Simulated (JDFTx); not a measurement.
Crystal: ZrB2.

```
CELL_PARAMETERS angstrom
3.17000 0.00000 0.00000
-1.58500 2.74530 0.00000
0.00000 0.00000 3.53300
ATOMIC_POSITIONS crystal
Zr 0.00000 0.00000 0.00000
B 0.66667 0.33333 0.50000
B 0.33333 0.66667 0.50000
```

Base run:

* Program: JDFTx 1.7.0 (patched build)
* Functional: PBE
* Potentials or basis: PseudoDojo-SR-PBE-0.5-standard with smoothed tails
* Cutoff: 1034 eV
* Density cutoff: 8272 eV
* k mesh: 10 × 10 × 8
* Occupations: fermi-dirac, width 0.05 eV
* Spin: no spin polarisation
* Hubbard terms: Zr d U = 3 eV

Its results: band gap on the k mesh none (metal or under the smearing width); pressure -1.7 GPa.

**Question.** The run is repeated on the same cell with these changes: hubbard terms from Zr d U = 3 eV to Zr d U = 8 eV. What comes out?

**Answer.** Band gap on the k mesh none (metal or under the smearing width); pressure -6.0 GPa.

Caveats: the empty levels aren't tightly converged; U without spin polarisation on a metal has little footing; the U is typed as a test and isn't derived for this compound.
